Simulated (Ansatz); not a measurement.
BaS built on the rocksalt prototype, relaxed with r2SCAN in Ansatz. The symmetry is Fm-3m (No. 225, cubic); conventional cell a = 6.424 Å, 33.13 Å³ an atom. Around Ba lie 6 S at 3.21 Å; around S lie 6 Ba at 3.21 Å.

The axes x, y and z are those of this cell:
```yaml
crystal:
  lattice:
    - [0.00000, 3.21180, 3.21180]
    - [3.21180, 0.00000, 3.21180]
    - [3.21180, 3.21180, 0.00000]
  atoms:
    - { symbol: Ba, position: [0.00000, 0.00000, 0.00000] }
    - { symbol: S, position: [0.50000, 0.50000, 0.50000] }
```

Unstrained: PBE gives an indirect gap of 2.230 eV, from Γ to X; the least direct gap is 2.345 eV at X. r2SCAN gives an indirect gap of 2.578 eV, from Γ to X; the least direct gap is 2.692 eV at X. With HSE06 the valence top lies at Γ and the conduction bottom at X, 3.138 eV higher; the smallest vertical gap, at X, is 3.277 eV. Meshes: PBE 8×8×8, r2SCAN 8×8×8, HSE06 6×6×6. Strains are changes of length per length, and xy shears are angles. After each strain the atoms were relaxed again with r2SCAN within the symmetry that the strain leaves, so tilts or polar shifts that break it weren't tested; points keep the names that they have in the unstrained zone. The values are computed, spin-unpolarised, and not measurements.

Problem. One strain changed the r2SCAN stress by xx +5.13, yy +0.76, zz +0.76 GPa (compression positive) and the gap by -0.184 eV (PBE), -0.198 eV (r2SCAN), -0.183 eV (HSE06). Which kind of strain was it, and roughly how large?

Solution. Uniaxial -4.0 % along x, other directions held. The pattern of the stress gives the kind; the size needs the stiffness, so it is an estimate.

Problem. Estimate what epitaxial +5.0 % in the xy plane, free normal strain -1.66 % does to the gap.

Solution. PBE: the gap goes from 2.230 to 2.187 eV (-0.043 eV); the X points, equivalent before, split by 57 meV, and the conduction bottom lies at those like (1/2, 1/2, 0); with r2SCAN the top three valence levels at Γ, degenerate before, become 1+2 from the top over 163 meV. r2SCAN: the gap goes from 2.578 to 2.517 eV (-0.061 eV); the X points, equivalent before, split by 74 meV, and the conduction bottom lies at those like (1/2, 1/2, 0). HSE06: the gap goes from 3.138 to 3.098 eV (-0.040 eV); the X points, equivalent before, split by 64 meV, and the conduction bottom lies at those like (1/2, 1/2, 0). The r2SCAN energy rises by 45.9 meV an atom.

Problem. Estimate what uniaxial -0.5 % along [111], other directions held does to the gap.

Solution. PBE: the gap goes from 2.230 to 2.215 eV (-0.015 eV); with r2SCAN the top three valence levels at Γ, degenerate before, become 1+2 from the top over 12 meV. r2SCAN: the gap goes from 2.578 to 2.562 eV (-0.016 eV). HSE06: the gap goes from 3.138 to 3.122 eV (-0.016 eV). The r2SCAN energy rises by 0.2 meV an atom.

Problem. Estimate what epitaxial +1.0 % in the xy plane, free normal strain -0.32 % does to the gap.

Solution. PBE: the gap goes from 2.230 to 2.222 eV (-0.008 eV); with r2SCAN the top three valence levels at Γ, degenerate before, become 1+2 from the top over 38 meV. r2SCAN: the gap goes from 2.578 to 2.566 eV (-0.012 eV). HSE06: the gap goes from 3.138 to 3.131 eV (-0.007 eV). The r2SCAN energy rises by 2.1 meV an atom.

Problem. Estimate what xy shear, engineering strain (angle) -0.5 % does to the gap.

Solution. PBE: the gap goes from 2.230 to 2.224 eV (-0.006 eV); with r2SCAN the top three valence levels at Γ, degenerate before, become 1+1+1 from the top over 12 meV. r2SCAN: the gap goes from 2.578 to 2.571 eV (-0.007 eV). HSE06: the gap goes from 3.138 to 3.131 eV (-0.007 eV). The r2SCAN energy rises by 0.0 meV an atom.

The runs are scalar-relativistic, without spin-orbit coupling.

The meshes of the hybrids are coarse, so their gaps aren't converged to the digits shown.

The splittings at Γ are without spin-orbit coupling, which regroups them where it is of like size or larger.
